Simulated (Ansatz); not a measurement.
Ti2C:

```
CELL_PARAMETERS angstrom
1.54070 0.88952 4.81377
-1.54070 0.88952 4.81377
0.00000 -1.77905 4.81377
ATOMIC_POSITIONS crystal
Ti 0.75450 0.75450 0.75450
Ti 0.24550 0.24550 0.24550
C 0.50000 0.50000 0.50000
```

The cell comes from a database or a generator and needn't be the stable form of this composition.

Base run:

```yaml
Program: Ansatz 0.2.0
Functional: r2SCAN
Potentials_or_basis: Ansatz PAW
Cutoff: "500 eV (not typed: the program's choice for these potentials)"
k_mesh: 10 × 10 × 10
Occupations: fermi-dirac, width 0.05 eV
Spin: no spin polarisation
```

Its results: band gap on the k mesh none (metal or under the smearing width); pressure -0.4 GPa; largest force 0.071 eV/Å.

Q: The run is repeated on the same cell with these changes: functional from r2SCAN to PBEsol; cutoff from 500 eV (not typed: the program's choice for these potentials) to 420 eV (not typed: the program's choice for these potentials). What comes out?

A: Band gap on the k mesh none (metal or under the smearing width); pressure -4.6 GPa; largest force 0.188 eV/Å.

Caveats: the PAW data sets come from PBE, with cores solved anew for the run's functional, which leaves a small shift of forces and pressure.
